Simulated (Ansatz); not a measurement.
# Ti (P6/mmm) in Ansatz: a series of runs

One crystal, Ti, is run at these levels: r2SCAN; tasks: single point, equation of state.

All numbers are computed with Ansatz 0.2.0; they aren't measurements. Logs are shortened: lines on timing, memory, paths and dates and some standing lists are left out, and cuts for length are marked.

### Step 1. Starting point

The structure is hexagonal, space group P6/mmm (No. 191). Conventional cell: a = 4.567 Å, b = 4.567 Å, c = 2.826 Å, α = 90.00°, β = 90.00°, γ = 120.00°. Ti (site symmetry -6m2) has 11 Ti at 2.64 to 2.99 Å as nearest neighbours. Ti (site symmetry 6/mmm) has 14 Ti at 2.83 to 2.99 Å as nearest neighbours.

This isn't the form of Ti at room conditions, which is hcp.

### Step 2. Single point, r2SCAN, 16.00 Å³/atom (volume scaled by 0.94)

input.yaml

```yaml
crystal:
  lattice:
    - [4.4741369374, 0.0, 0.0]
    - [-2.2370684687, 3.8747162478, 0.0]
    - [0.0, 0.0, 2.7685496267]
  atoms:
    - { symbol: Ti, position: [0.6666666667, 0.3333333333, 0.5] }
    - { symbol: Ti, position: [0.3333333333, 0.6666666667, 0.5] }
    - { symbol: Ti, position: [0.0, 0.0, 0.0] }
hamiltonian:
  xc: r2scan
  pseudopotentials: { kind: paw }
kpoints:
  mp_grid: { grid: [7, 7, 9] }
scf:
  occupations: { method: fermi_dirac, width: 0.05 }
output:
  forces: true
  stress: true
  eigenvalues: true
```

Potentials or basis: Ansatz PAW.

On the command line:

```bash
ansatz run input.yaml --threads 2 --pin off --max-ram 5632MiB --backend cpu --events-out ev --progress --plain --runs-dir out
```

Standard output:

```text
Warning: RAYON_NUM_THREADS=2 ignored (pool sized by the plan → 2); use --threads N
Engine: ansatz 0.2.0, x86_64-unknown-linux-gnu
Pseudopotentials: kind: paw
Pseudopotential: Ti, paw, valence charge 12, recommended cutoff 500 eV (meta_gga), Ti.paw.azcp
Functional definition: r2SCAN
  parameter k0 = 0.174
  parameter k1 = 0.065
  parameter a1 = 4.9479
  exchange = r2scan_x(k0 = k0, k1 = k1, a1 = a1)
  correlation = r2scan_c
Crystal: 3 atoms, lattice volume = 47.996 Å³
Basis set: ecut = 500 eV, 1181 PW (Γ), exchange–correlation on 144×144×96 points (64 copies of the dense FFT grid, shifted against one another)
Bands: 22, of which v1, the nominal top of the filled ones, is band 18 counted from 1 (17 counted from 0)
Symmetry: 24 space group operations
Space group: P6/mmm (ITA 191), of the structure as read, at distance tolerance 3.6e-5 Å
k-points: 40 of 441
Non-local potential: Ti, projectors of the file, l = 0: 3, l = 1: 2, l = 2: 3, l = 3: 1
PAW form: soft (Blöchl's): semilocal exchange-correlation on the pseudo side does not see the compensation charge
PAW frozen core: Ti, regenerated for the run's functional (the file was generated under x = pbe(κ = 0.804, μ = 0.2195149727645171), c = pbe(β = 0.06672455060314922))
PAW one-centre angular grid: Ti, 590 points (default); XC on 160 Gauss nodes
Initial density: superposition of atomic densities (neutral atoms: chi_scale 0, normalization atom), corrected by the library's trained network
Initial wavefunctions: pseudopotential atomic-orbital guess
Functional: x = r2scan, c = r2scan; τ floored in thin density (d = 2e-4 eV/Å³)
SCF iter   1: F=—  HF=-7513.009777 eV  |F-HF|=—  |Δ(HF+E_count)|=         —  Δρ=1.86e-2  dr2=1.50e-1  dr2_τ=3.35e-2  ethr=1.77e-3  ⟨swp⟩=4.1  Hψ=3070  notcnv=0
preconditioner: auto → none  [metal: Δε(μ)=0.076 eV  Ē_g=2.889 eV  σ=0.050 eV  W_gap=0.33  n_scr=8 (ndim 8)  ℏωp=18.6 eV  f_vac=0.000  D(μ)=1.95/eV (n_scr^D=8)  sad-step TF]
SCF iter   2: F=—  HF=-7513.097575 eV  |F-HF|=—  |Δ(HF+E_count)|=   8.78e-2  Δρ=8.32e-3  dr2=4.55e-2  dr2_τ=2.27e-3  ethr=4.17e-4  ⟨swp⟩=2.3  Hψ=1902  notcnv=0
SCF iter   3: F=—  HF=-7513.154986 eV  |F-HF|=—  |Δ(HF+E_count)|=   5.74e-2  Δρ=2.71e-2  dr2=7.44e-1  dr2_τ=2.01e-2  ethr=1.26e-4  ⟨swp⟩=2.6  Hψ=1653  notcnv=0  recentre
SCF iter   4: F=—  HF=-7513.094576 eV  |F-HF|=—  |Δ(HF+E_count)|=   6.04e-2  Δρ=2.95e-3  dr2=3.78e-3  dr2_τ=3.58e-4  ethr=1.26e-4  ⟨swp⟩=2.4  Hψ=1305  notcnv=0
SCF iter   5: F=—  HF=-7513.095903 eV  |F-HF|=—  |Δ(HF+E_count)|=   1.33e-3  Δρ=9.96e-4  dr2=6.88e-4  dr2_τ=2.99e-5  ethr=1.05e-5  ⟨swp⟩=2.9  Hψ=1703  notcnv=0
SCF iter   6: F=—  HF=-7513.095982 eV  |F-HF|=—  |Δ(HF+E_count)|=   7.91e-5  Δρ=2.35e-4  dr2=2.44e-5  dr2_τ=2.19e-6  ethr=1.91e-6  ⟨swp⟩=2.0  Hψ=1060  notcnv=0
SCF iter   7: F=—  HF=-7513.095987 eV  |F-HF|=—  |Δ(HF+E_count)|=   5.12e-6  Δρ=4.81e-5  dr2=4.83e-7  dr2_τ=9.15e-8  ethr=6.77e-8  ⟨swp⟩=2.0  Hψ=1096  notcnv=0
SCF iter   8: F=-7513.095987 eV  HF=-7513.095987 eV  |F-HF|=1.54e-9  |Δ(HF+E_count)|=   4.64e-7  Δρ=5.28e-6  dr2=1.03e-8  dr2_τ=8.50e-10  ethr=2.78e-10  ⟨swp⟩=5.0  Hψ=3409  notcnv=0
SCF 1 converged in 8 iterations: F = -7513.095987 eV  dr2 = 1.03e-8
SCF converged after 8 iterations
Free energy (F): -7513.095987 eV
Harris-Foulkes:  -7513.095987 eV  (|F-HF|=1.54e-9)
Internal energy: -7513.077393 eV  (E = F + TS)
E sigma→0 (E₀):  -7513.086690 eV
Entropy (-TS):   -0.018594 eV (-6.198 meV/atom)
Fermi energy:    14.639215 eV
--- Per-component energies (eV) ---
  E_band       = -462.855845
  E_kinetic    = 823.828048
  E_local      = -2302.841599  (includes V_loc(G=0)·N_el)
  E_nonlocal   = 22.749462
  E_hartree    = 954.728048
  E_xc         = -280.589826
  E_vxc        = -401.165418  (∫ρ·V_xc dr)
  E_paw        = -3171.431233  (= ΣΔE_a)
  E_vpaw       = -542.435103  (= ΣTr[D̂ρ^β])
  E_aug_tail   = 0.000269  (compensation charges beyond the density's cutoff)
  E_vtau       = 27.547505  (kinetic-family band-sum trace: ∫τ·v_τ [+ j·A + Jᵃ·Aᵃ] dr)
  E_ewald      = -3558.760190
  E_core_change = -0.760371  (= ΣΔE_core)
  E_smearing   = -0.018594  (= −TS)
  E_closure    = 0.000000  (closes the sum)
  Σ components = -7513.095987   (vs F -7513.095987, Δ=0.00e0)
--- Forces (eV/Å), atoms counted from 1 ---
  atom   1  Ti     0.00000000     0.00000000    -0.00000000
  atom   2  Ti     0.00000000     0.00000000     0.00000000
  atom   3  Ti    -0.00000000     0.00000000     0.00000000
  max |Σ_I F_I| component: 1.11e-16 eV/Å
--- Stress (GPa, compression-positive) ---
        7.895849       0.000000      -0.000000
        0.000000       7.895849      -0.000000
       -0.000000      -0.000000       8.403741
  P = ⅓ Tr σ = 8.0651 GPa (80.651 kbar)
--- Band table (eV; the first three rows and the last of 40) ---
  k-point 0: bands = ["-44.5013", "-44.2553", "-44.0550", "-19.7838", "-19.7838", "-19.7602", "-19.7602", "-19.3518", "-19.1191", "-19.0259", "-19.0137", "-19.0137", "7.9635", "12.4196", "13.8281", "13.8281", "13.8596", "13.8596", "14.6821", "15.4999", "16.1571", "16.1571"]
  k-point 1: bands = ["-44.4895", "-44.2497", "-44.0469", "-19.7674", "-19.7674", "-19.7506", "-19.7506", "-19.4145", "-19.1962", "-19.0888", "-19.0162", "-19.0162", "8.2734", "12.6552", "13.6372", "13.6372", "13.6836", "13.6836", "15.0878", "15.7665", "16.0731", "16.0731"]
  k-point 2: bands = ["-44.4593", "-44.2360", "-44.0263", "-19.7260", "-19.7260", "-19.7244", "-19.7244", "-19.5693", "-19.3901", "-19.2462", "-19.0237", "-19.0237", "9.1420", "13.1115", "13.1115", "13.1788", "13.3341", "13.3341", "16.0341", "16.0341", "16.2206", "16.4339"]
  k-point 39: bands = ["-44.3984", "-44.1219", "-44.0802", "-20.0286", "-19.8412", "-19.7712", "-19.5807", "-19.5063", "-19.4655", "-19.4239", "-19.2811", "-18.9526", "11.6679", "12.6229", "13.0286", "13.3965", "13.4156", "13.6060", "14.9430", "15.3767", "15.6803", "16.0284"]
```

Run time: 3.7 s. Hardware: 2 threads of AMD EPYC 7R13 (Zen 3), shared host; peak memory 0.53 GiB.

What came out:

- Free energy: -7513.0960 eV
- Pressure: 8.1 GPa
- Band gap on the k mesh: none (metal or under the smearing width)

Caveat: the PAW data sets come from PBE, with cores solved anew for the run's functional, which leaves a small shift of forces and pressure.

### Step 3. Single point, r2SCAN, 16.34 Å³/atom (volume scaled by 0.96)

Edit input.yaml of step 2 so:

```diff
@@ -2,5 +2,5 @@
   lattice:
-    - [4.4741369374, 0.0, 0.0]
-    - [-2.2370684687, 3.8747162478, 0.0]
-    - [0.0, 0.0, 2.7685496267]
+    - [4.5056459821, 0.0, 0.0]
+    - [-2.252822991, 3.9020038809, 0.0]
+    - [0.0, 0.0, 2.7880470975]
   atoms:
@@ -20 +20,5 @@
   eigenvalues: true
+  write_density: true
+  write_potential: true
+  elf: true
+  volumetric_format: npy
```

Potentials or basis: Ansatz PAW.

On the command line:

```bash
ansatz run input.yaml --threads 2 --pin off --max-ram 5632MiB --backend cpu --events-out ev --progress --plain --runs-dir out
```

Run time: 4 s. Hardware: 2 threads of AMD EPYC 7R13 (Zen 3), shared host; peak memory 0.53 GiB.

Results (log left out):

```yaml
Free_energy: -7513.1378 eV
Pressure: 5.1 GPa
Band_gap_on_the_k_mesh: none (metal or under the smearing width)
```

Caveat: the PAW data sets come from PBE, with cores solved anew for the run's functional, which leaves a small shift of forces and pressure.

### Step 4. Single point, r2SCAN, 16.68 Å³/atom (volume scaled by 0.98)

Edit input.yaml of step 3 so:

```diff
@@ -2,5 +2,5 @@
   lattice:
-    - [4.5056459821, 0.0, 0.0]
-    - [-2.252822991, 3.9020038809, 0.0]
-    - [0.0, 0.0, 2.7880470975]
+    - [4.5367203846, 0.0, 0.0]
+    - [-2.2683601923, 3.9289151029, 0.0]
+    - [0.0, 0.0, 2.8072756161]
   atoms:
@@ -20,5 +20 @@
   eigenvalues: true
-  write_density: true
-  write_potential: true
-  elf: true
-  volumetric_format: npy
```

On the command line:

```bash
ansatz run input.yaml --threads 2 --pin off --max-ram 5632MiB --backend cpu --events-out ev --progress --plain --runs-dir out
```

Wall time 2.7 s (2 threads of AMD EPYC 7R13 (Zen 3), shared host); peak memory 0.53 GiB.

Results (log left out):

```
Free energy            : -7513.1615 eV
Pressure               : 2.4 GPa
Band gap on the k mesh : none (metal or under the smearing width)
```

Caveat: the PAW data sets come from PBE, with cores solved anew for the run's functional, which leaves a small shift of forces and pressure.

### Step 5. Single point, r2SCAN, 17.02 Å³/atom

Edit input.yaml of step 4 so:

```diff
@@ -2,5 +2,5 @@
   lattice:
-    - [4.5367203846, 0.0, 0.0]
-    - [-2.2683601923, 3.9289151029, 0.0]
-    - [0.0, 0.0, 2.8072756161]
+    - [4.5673748306, 0.0, 0.0]
+    - [-2.2836874153, 3.9554626319, 0.0]
+    - [0.0, 0.0, 2.82624427]
   atoms:
@@ -20 +20,5 @@
   eigenvalues: true
+  write_density: true
+  write_potential: true
+  elf: true
+  volumetric_format: npy
```

On the command line:

```bash
ansatz run input.yaml --threads 2 --pin off --max-ram 5632MiB --backend cpu --events-out ev --progress --plain --runs-dir out
```

It took 3.9 s on 2 threads of AMD EPYC 7R13 (Zen 3), shared host; peak memory 0.54 GiB.

The run converged. Its results:

* Free energy: -7513.1687 eV
* Pressure: -0.1 GPa
* Band gap on the k mesh: none (metal or under the smearing width)

Caveat: the PAW data sets come from PBE, with cores solved anew for the run's functional, which leaves a small shift of forces and pressure.

### Step 6. Single point, r2SCAN, 17.36 Å³/atom (volume scaled by 1.02)

Edit input.yaml of step 5 so:

```diff
@@ -2,5 +2,5 @@
   lattice:
-    - [4.5673748306, 0.0, 0.0]
-    - [-2.2836874153, 3.9554626319, 0.0]
-    - [0.0, 0.0, 2.82624427]
+    - [4.5976232276, 0.0, 0.0]
+    - [-2.2988116138, 3.9816585121, 0.0]
+    - [0.0, 0.0, 2.8449616649]
   atoms:
@@ -20,5 +20 @@
   eigenvalues: true
-  write_density: true
-  write_potential: true
-  elf: true
-  volumetric_format: npy
```

Potentials or basis: Ansatz PAW.

On the command line:

```bash
ansatz run input.yaml --threads 2 --pin off --max-ram 5632MiB --backend cpu --events-out ev --progress --plain --runs-dir out
```

It took 3.4 s on 2 threads of AMD EPYC 7R13 (Zen 3), shared host; peak memory 0.53 GiB.

The run converged. Its results:

| Property | Result |
| --- | --- |
| Free energy | -7513.1608 eV |
| Pressure | -2.4 GPa |
| Band gap on the k mesh | none (metal or under the smearing width) |

Caveat: the PAW data sets come from PBE, with cores solved anew for the run's functional, which leaves a small shift of forces and pressure.

### Step 7. Single point, r2SCAN, 17.70 Å³/atom (volume scaled by 1.04)

Edit input.yaml of step 6 so:

```diff
@@ -2,5 +2,5 @@
   lattice:
-    - [4.5976232276, 0.0, 0.0]
-    - [-2.2988116138, 3.9816585121, 0.0]
-    - [0.0, 0.0, 2.8449616649]
+    - [4.6274787604, 0.0, 0.0]
+    - [-2.3137393802, 4.007514162, 0.0]
+    - [0.0, 0.0, 2.8634359596]
   atoms:
@@ -20 +20,5 @@
   eigenvalues: true
+  write_density: true
+  write_potential: true
+  elf: true
+  volumetric_format: npy
```

On the command line:

```bash
ansatz run input.yaml --threads 2 --pin off --max-ram 5632MiB --backend cpu --events-out ev --progress --plain --runs-dir out
```

It took 4.3 s on 2 threads of AMD EPYC 7R13 (Zen 3), shared host; peak memory 0.53 GiB.

The run converged. Its results:

| Property | Result |
| --- | --- |
| Free energy | -7513.1391 eV |
| Pressure | -4.4 GPa |
| Band gap on the k mesh | none (metal or under the smearing width) |

Caveat: the PAW data sets come from PBE, with cores solved anew for the run's functional, which leaves a small shift of forces and pressure.

### Step 8. Single point, r2SCAN, 18.04 Å³/atom (volume scaled by 1.06)

Edit input.yaml of step 7 so:

```diff
@@ -2,5 +2,5 @@
   lattice:
-    - [4.6274787604, 0.0, 0.0]
-    - [-2.3137393802, 4.007514162, 0.0]
-    - [0.0, 0.0, 2.8634359596]
+    - [4.6569539421, 0.0, 0.0]
+    - [-2.328476971, 4.0330404181, 0.0]
+    - [0.0, 0.0, 2.881674897]
   atoms:
@@ -20,5 +20 @@
   eigenvalues: true
-  write_density: true
-  write_potential: true
-  elf: true
-  volumetric_format: npy
```

On the command line:

```bash
ansatz run input.yaml --threads 2 --pin off --max-ram 5632MiB --backend cpu --events-out ev --progress --plain --runs-dir out
```

Wall time 3.4 s (2 threads of AMD EPYC 7R13 (Zen 3), shared host); peak memory 0.53 GiB.

Results (log left out):

```
Free energy            : -7513.1049 eV
Pressure               : -6.3 GPa
Band gap on the k mesh : none (metal or under the smearing width)
```

Caveat: the PAW data sets come from PBE, with cores solved anew for the run's functional, which leaves a small shift of forces and pressure.

### Step 9. Equation of state, r2SCAN

Potentials or basis: Ansatz PAW.

This step only gathers the single runs of the series.

Results:

```yaml
Equilibrium_volume: 17.01 Å³/atom
Bulk_modulus_at_fixed_shape_and_positions: 118 GPa
Pressure_derivative_of_the_bulk_modulus: 3.6
```

Energy against volume, from the lowest point:
| volume (Å³/atom) | energy (meV/atom) |
| --- | --- |
| 15.999 | 24.23 |
| 16.339 | 10.30 |
| 16.679 | 2.40 |
| 17.020 | 0.00 |
| 17.360 | 2.64 |
| 17.701 | 9.85 |
| 18.041 | 21.25 |

Caveat: the cell was scaled at fixed shape and fractional positions, which overstates the stiffness of a crystal with free parameters, most of all of layers and chains; the PAW data sets were made with another functional, which shifts forces and pressure a little.
